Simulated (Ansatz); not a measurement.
The cell is COD entry 9008862, as deposited and not checked against the literature; nothing was relaxed. It differs from other determinations. The listed cell was then made from it by scaling, straining or moving an atom.

An input for CdS: DFT, PBE, all-electron LAPW, scalar-relativistic (Ansatz 0.2.0).

Command: `ansatz run input.yaml --threads 1 --pin off --max-ram 4096MiB --backend cpu --events-out ev --progress --plain --runs-dir out` The run took 32 s on 1 thread of Intel(R) Xeon(R) Platinum 8488C (Sapphire Rapids), on a shared host, peak memory 0.42 GiB.

```yaml
crystal:
  lattice:
    - [4.1347992034, 0.0, 0.0]
    - [-2.0673996017, 3.5808411497, 0.0]
    - [0.0, 0.0, 6.95147]
  atoms:
    - { symbol: Cd, position: [0.3333333333, 0.6666666667, 0.0] }
    - { symbol: Cd, position: [0.6666666667, 0.3333333333, 0.5] }
    - { symbol: S, position: [0.3333333333, 0.6666666667, 0.385] }
    - { symbol: S, position: [0.6666666667, 0.3333333333, 0.885] }
kpoints:
  mp_grid: { grid: [7, 7, 4] }
  band_path:
    path:
      - [0.0, 0.0, 0.0]
      - [0.5, 0.0, 0.0]
      - [0.3333333333, 0.3333333333, 0.0]
      - [0.0, 0.0, 0.0]
      - [0.0, 0.0, 0.5]
      - [0.5, 0.0, 0.5]
      - [0.3333333333, 0.3333333333, 0.5]
      - [0.0, 0.0, 0.5]
      - [0.5, 0.0, 0.5]
    npoints: 5
scf:
  occupations: { method: fermi_dirac, width: 0.01 }
hamiltonian:
  xc: pbe
  pseudopotentials: { kind: all_electron, lapw: { basis_error: 0.001 } }
output:
  forces: true
  stress: true
  eigenvalues: true
```

The results part of the log:

```
SCF 1 converged in 9 iterations: F = -326198.805243 eV  dr2 = 1.59e-8
NSCF: frozen V_eff on 41 k-points
SCF converged after 9 iterations
Free energy (F): -326198.805243 eV
Harris-Foulkes:  -326198.805243 eV  (|F-HF|=8.79e-9)
Internal energy: -326198.805243 eV  (E = F + TS)
E sigma→0 (E₀):  -326198.805243 eV
Fermi energy:    7.804153 eV
--- Per-component energies (eV) ---
  E_band       = -3485.592055
  E_kinetic    = 340775.649102
  E_xc         = -9815.902572
  E_electrostatic = -657158.551773  (all electrons and nuclei)
  E_smearing   = -0.000000  (= −TS)
  E_closure    = 0.000000  (closes the sum)
  E_atoms      = -326186.558096  (free atoms, spherical and without spin; not in F)
  Σ components = -326198.805243   (vs F -326198.805243, Δ=0.00e0)
  Basis errors (estimates in eV, not in F): energy 4.5e-4 per atom: plane waves 4.1e-4 (2.4e-4 summed), levels above the bands 7.0e-277, relativity 2.2e-8, radial functions 4.0e-5, core shells 2.4e-7; eigenvalues (radial functions only) 1.6e-6; not estimated: angular momenta, meshes, grids; target (lapw.basis_error) 1.0e-3; muffin-tin radii S 1.092 Å, Cd 1.425 Å
--- Forces (eV/Å), atoms counted from 1 ---
  atom   1  Cd    -0.00000000     0.00000000     0.36745923
  atom   2  Cd     0.00000000    -0.00000000     0.36745923
  atom   3  S      0.00000000     0.00000000    -0.36746687
  atom   4  S      0.00000000    -0.00000000    -0.36746687
  max |Σ_I F_I| component: 1.53e-5 eV/Å
--- Stress (GPa, compression-positive) ---
        2.472820       0.000000       0.000000
        0.000000       2.472820       0.000000
        0.000000      -0.000000      -1.761850
  P = ⅓ Tr σ = 1.0613 GPa (10.613 kbar)
--- Band table (eV; the first three rows and the last of 24) ---
  k-point 0: bands = ["-197.1872", "-197.1872", "-141.9647", "-141.9647", "-141.9647", "-141.9647", "-141.9578", "-141.9578", "-94.0357", "-94.0357", "-55.1105", "-55.1101", "-55.1039", "-55.1039", "-55.1039", "-55.1039", "-4.9591", "-4.6008", "-0.4170", "-0.4170", "-0.3598", "-0.3598", "-0.3161", "0.0122", "0.0122", "0.0855", "0.0855", "0.3822", "3.1914", "6.6382", "6.6382", "7.1172", "7.2342", "7.2342", "8.3672", "10.0270", "13.6908", "13.8083", "13.8083", "14.5662", "14.7514"]
  k-point 1: bands = ["-197.1872", "-197.1872", "-141.9647", "-141.9647", "-141.9647", "-141.9647", "-141.9578", "-141.9578", "-94.0357", "-94.0357", "-55.1105", "-55.1102", "-55.1039", "-55.1039", "-55.1039", "-55.1039", "-4.9061", "-4.6521", "-0.4105", "-0.4105", "-0.3700", "-0.3700", "-0.2699", "0.0245", "0.0245", "0.0764", "0.0764", "0.1866", "3.7010", "6.1777", "6.7212", "6.7212", "7.1423", "7.1423", "9.2121", "10.0775", "13.2949", "13.8745", "13.8745", "14.0057", "14.5181"]
  k-point 2: bands = ["-197.1872", "-197.1872", "-141.9647", "-141.9647", "-141.9647", "-141.9647", "-141.9578", "-141.9578", "-94.0357", "-94.0357", "-55.1103", "-55.1103", "-55.1039", "-55.1039", "-55.1039", "-55.1039", "-4.7783", "-4.7783", "-0.3921", "-0.3921", "-0.3921", "-0.3921", "-0.1051", "-0.1051", "0.0521", "0.0521", "0.0521", "0.0521", "4.8475", "4.8475", "6.9273", "6.9273", "6.9273", "6.9273", "9.9897", "9.9897", "13.1942", "13.1942", "14.1216", "14.1216", "14.1216"]
  k-point 23: bands = ["-197.1872", "-197.1872", "-141.9647", "-141.9647", "-141.9647", "-141.9647", "-141.9578", "-141.9578", "-94.0357", "-94.0357", "-55.1103", "-55.1103", "-55.1043", "-55.1043", "-55.1041", "-55.1041", "-4.4693", "-4.4693", "-0.2137", "-0.2137", "-0.1685", "-0.1685", "-0.0155", "-0.0155", "0.0459", "0.0459", "0.5236", "0.5236", "3.3719", "3.3719", "4.9977", "4.9977", "6.1240", "6.1240", "11.3994", "11.3994", "13.2646", "13.2646", "13.7898", "13.7898", "15.8806"]
```
